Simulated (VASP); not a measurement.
# CdSe (P6_3mc) in VASP: a series of runs, part 2 of 2

VASP 6.6.1. The steps go on from the part before.

**3. Relaxation of cell and atoms, PBEsol**

INCAR

```
SYSTEM = CdSe
PREC = Accurate
ENCUT = 600
EDIFF = 1E-6
ISMEAR = 0
SIGMA = 0.02
LREAL = .False.
LASPH = .True.
NELM = 100
ALGO = Normal
ISIF = 3
LWAVE = .False.
LCHARG = .False.
GGA = PS
IBRION = 2
NSW = 100
EDIFFG = -0.005
```

KPOINTS

```
Automatic mesh
0
Gamma
  12 12 6
  0 0 0
```

POSCAR

```
CdSe
1.0
    4.3000000000      0.0000000000      0.0000000000
   -2.1500000000      3.7239092363      0.0000000000
    0.0000000000      0.0000000000      7.0200000000
Cd Se
2 2
Direct
    0.3333333333      0.6666666667      0.0000000000
    0.6666666667      0.3333333333      0.5000000000
    0.3333333333      0.6666666667      0.3850000000
    0.6666666667      0.3333333333      0.8850000000
```

Potentials or basis: VASP PAW PBE potentials, release 64 (Cd, Se).

On the command line:

```bash
cat potpaw_PBE.64/Cd/POTCAR potpaw_PBE.64/Se/POTCAR > POTCAR
mpirun -np 1 vasp_std > vasp.out
```

It took 14 min on 1 thread of AMD EPYC 7R43 (Zen 3), shared host; peak memory 0.36 GiB.

Results (log left out):

```yaml
Free_energy: -12.3528 eV
Relaxed_volume: 28.29 Å³/atom
Relaxed_cell: a = 4.310 Å, b = 4.310 Å, c = 7.036 Å, α = 90.00°, β = 90.00°, γ = 120.00°
Space_group_after_relaxing_to_0.05_Å: P6_3mc (No. 186)
Energy_gained_by_relaxing: 4.9 meV/atom
Ionic_steps: 10
Pressure_after_relaxing: 0.0 GPa
Band_gap_on_the_k_mesh: 0.53 eV, direct
```

Step by step:
| step | energy change (eV) | largest force (eV/Å) | pressure (GPa) | volume (Å³) |
| --- | --- | --- | --- | --- |
| 1 | 0.0000 | 0.2742 | 0.45 | 112.41 |
| 2 | -0.0159 | 0.0637 | -0.25 | 113.69 |
| 3 | -0.0159 | 0.0681 | -0.24 | 113.67 |
| 4 | -0.0172 | 0.0378 | 0.04 | 113.07 |
| 5 | -0.0174 | 0.0226 | 0.18 | 112.78 |
| 6 | -0.0185 | 0.0177 | 0.16 | 112.85 |
| 7 | -0.0197 | 0.0035 | 0.08 | 113.00 |
| 8 | -0.0197 | 0.0042 | 0.08 | 113.00 |
| 9 | -0.0197 | 0.0029 | -0.06 | 113.30 |
| 10 | -0.0198 | 0.0004 | 0.01 | 113.16 |

Final structure:
```yaml
crystal:
  lattice:
    - [4.30961, 0.00000, 0.00000]
    - [-2.15480, 3.73223, 0.00000]
    - [0.00000, 0.00000, 7.03552]
  atoms:
    - { symbol: Cd, position: [0.33333, 0.66667, 0.00467] }
    - { symbol: Cd, position: [0.66667, 0.33333, 0.50467] }
    - { symbol: Se, position: [0.33333, 0.66667, 0.38033] }
    - { symbol: Se, position: [0.66667, 0.33333, 0.88033] }
```

Levels at points of the mesh, in eV from the valence-band top:
```csv
k point,band 14,band 15,band 16,band 17,band 18,band 19,band 20,band 21,band 22
"(0.00, 0.00, 0.00)",-0.77,-0.77,-0.05,0.00,0.00,0.53,2.09,5.78,5.78
"(0.50, 0.00, 0.00)",-3.67,-2.68,-1.87,-1.35,-0.76,3.11,3.23,4.66,6.04
"(0.00, 0.00, 0.50)",-2.70,-0.40,-0.40,-0.40,-0.40,2.27,2.27,5.74,5.74
"(0.50, 0.00, 0.50)",-4.24,-1.37,-1.37,-1.35,-1.35,2.82,2.82,4.75,4.75
```

Caveat: the PAW data sets were made with another functional, which shifts forces and pressure a little.

**4. Single point, PBEsol**

INCAR

```
SYSTEM = CdSe
ALGO = Normal ; EDIFF = 1E-6
ENCUT = 520 ; GGA = PS
ISIF = 2 ; ISMEAR = 0
LASPH = .True. ; LCHARG = .False.
LREAL = .False. ; LWAVE = .False.
NBANDS = 26 ; NELM = 100
PREC = Accurate ; SIGMA = 0.01
```

KPOINTS

```
k-points
0
Gamma
  12 12 6
  0 0 0
```

POSCAR

```
CdSe
1.0
    4.3018576870      0.0000000000      0.0000000000
   -2.1509288435      3.7255180404      0.0000000000
    0.0000000000      0.0000000000      7.0224452986
Cd Se
2 2
Direct
    0.3333333333      0.6666666667      0.0046698716
    0.6666666667      0.3333333333      0.5046698716
    0.3333333333      0.6666666667      0.3803301284
    0.6666666667      0.3333333333      0.8803301284
```

Potentials or basis: VASP PAW PBE potentials, release 64 (Cd, Se).

On the command line:

```bash
cat potpaw_PBE.64/Cd/POTCAR potpaw_PBE.64/Se/POTCAR > POTCAR
mpirun -np 1 vasp_std > vasp.out
```

OUTCAR:

```text
SYSTEM = CdSe
   EDIFF = 1E-6
   ENCUT = 520
   GGA = PS
   ISIF = 2
   ISMEAR = 0
   LASPH = .True.
   LREAL = .False.
   NELM = 100
   PREC = Accurate

 ion  position               nearest neighbor table
   1  0.333  0.667  0.005-   4 2.63   4 2.63   4 2.63   3 2.64
   2  0.667  0.333  0.505-   3 2.63   3 2.63   3 2.63   4 2.64
   3  0.333  0.667  0.380-   2 2.63   2 2.63   2 2.63   1 2.64
   4  0.667  0.333  0.880-   1 2.63   1 2.63   1 2.63   2 2.64

  LATTYP: Found a hexagonal cell.
[... 890 lines left out ...]
     25       8.3727      0.00000
     26       9.1488      0.00000

 [... further k-points ...]
[... 5 lines left out ...]
  --------------------------------------------------------------------------------------
  -------------------------------------------------------------------------------------
  Total        0.2305791      0.2305791      0.2309817      0.0000000     -0.0000000      0.0000000
  in kB        3.2824596      3.2824596      3.2881914      0.0000000     -0.0000000      0.0000000
  external PRESSURE =       3.2843702 kB  Pullay stress =       0.0000000 kB

 VOLUME and BASIS-vectors are now :
 -----------------------------------------------------------------------------
  energy-cutoff  :      520.00
  volume of cell :      112.55
      direct lattice vectors                 reciprocal lattice vectors
     4.301857687  0.000000000  0.000000000     0.232457713  0.134209523  0.000000000
    -2.150928844  3.725518040  0.000000000     0.000000000  0.268419046  0.000000000
     0.000000000  0.000000000  7.022445299     0.000000000  0.000000000  0.142400540

 POSITION                                       TOTAL-FORCE (eV/Angst)
 -----------------------------------------------------------------------------------
     -0.00000      2.48368      0.03279         0.000000      0.000000      0.000913
      2.15093      1.24184      3.54402        -0.000000      0.000000      0.000913
     -0.00000      2.48368      2.67085        -0.000000      0.000000     -0.000913
      2.15093      1.24184      6.18207        -0.000000      0.000000     -0.000913
 -----------------------------------------------------------------------------------
    total drift:                               -0.000000     -0.000000      0.000173

  FREE ENERGIE OF THE ION-ELECTRON SYSTEM (eV)
  ---------------------------------------------------
  free  energy   TOTEN  =       -12.3523272530 eV

  energy  without entropy=      -12.3523272530  energy(sigma->0) =      -12.35232725
```

OSZICAR:

```text
N       E                     dE             d eps       ncg     rms          rms(c)
DAV:   1     0.239949060623E+03    0.23995E+03   -0.17100E+04  3952   0.125E+03
DAV:   2    -0.391760925893E+00   -0.24034E+03   -0.23235E+03  4298   0.309E+02
DAV:   3    -0.130092480860E+02   -0.12617E+02   -0.12550E+02  4704   0.708E+01
DAV:   4    -0.131106353569E+02   -0.10139E+00   -0.10131E+00  4410   0.607E+00
DAV:   5    -0.131112392070E+02   -0.60385E-03   -0.60383E-03  4546   0.446E-01    0.843E+00
DAV:   6    -0.123933285652E+02    0.71791E+00   -0.13226E+00  5066   0.121E+01    0.673E+00
DAV:   7    -0.123561886986E+02    0.37140E-01   -0.46491E-01  4132   0.356E+00    0.282E+00
DAV:   8    -0.123527468791E+02    0.34418E-02   -0.50867E-02  4120   0.233E+00    0.352E-01
DAV:   9    -0.123522308308E+02    0.51605E-03   -0.68025E-03  4406   0.977E-01    0.105E-01
DAV:  10    -0.123522743397E+02   -0.43509E-04   -0.66116E-04  4152   0.272E-01    0.604E-02
DAV:  11    -0.123523369604E+02   -0.62621E-04   -0.17422E-04  4132   0.885E-02    0.284E-02
DAV:  12    -0.123523256616E+02    0.11299E-04   -0.44476E-05  4284   0.737E-02    0.953E-03
DAV:  13    -0.123523282007E+02   -0.25391E-05   -0.12057E-05  4114   0.153E-02    0.922E-03
DAV:  14    -0.123523272530E+02    0.94773E-06   -0.22572E-06  3546   0.118E-02
   1 F= -.12352327E+02 E0= -.12352327E+02  d E =-.362163E-44
```

It took 2.9 min on 1 thread of AMD EPYC 7R43 (Zen 3), shared host; peak memory 0.3 GiB.

What came out:

- Free energy: -12.3523 eV
- Pressure: 0.3 GPa
- Band gap on the k mesh: 0.54 eV, direct

Caveat: the PAW data sets were made with another functional, which shifts forces and pressure a little.

**5. Summary**

```tsv
task	cell	cutoff (eV)	smearing	gap on the mesh (eV)	pressure (GPa)
single point	a = 4.301, b = 4.301, c = 7.022 Å, angles 90.0, 90.0, 120.0°, 4 atoms	520	gaussian 0.02 eV	0.54	0.4
relaxation of cell and atoms	relaxed from a = 4.300, b = 4.300, c = 7.020 Å, angles 90.0, 90.0, 120.0°, 4 atoms	600	gaussian 0.02 eV	0.53	0.0
single point	a = 4.302, b = 4.302, c = 7.022 Å, angles 90.0, 90.0, 120.0°, 4 atoms	520	gaussian 0.01 eV	0.54	0.3
```

Alike in all rows: level PBEsol; potentials or basis VASP PAW PBE potentials, release 64 (Cd, Se); no spin polarisation; k mesh 12 × 12 × 6.

Caveats: the PAW data sets were made with another functional, which shifts forces and pressure a little.

Total energies depend on the potentials used, so only differences within one code and one set of settings carry meaning.

**6. Against experiment**

Step 2. Against the measured gap of CdSe, 1.841 eV (2 K; a printed reference work, data compilation), the calculated 0.54 eV is off by -1.30 eV. So large a miss can be the level of theory's own, or it may mean another phase, state or a wrong row. Spin-orbit coupling on Cd, Se is left out. The value is that of PBEsol, without temperature or zero-point motion. Semilocal functionals fall short of measured gaps as a rule.
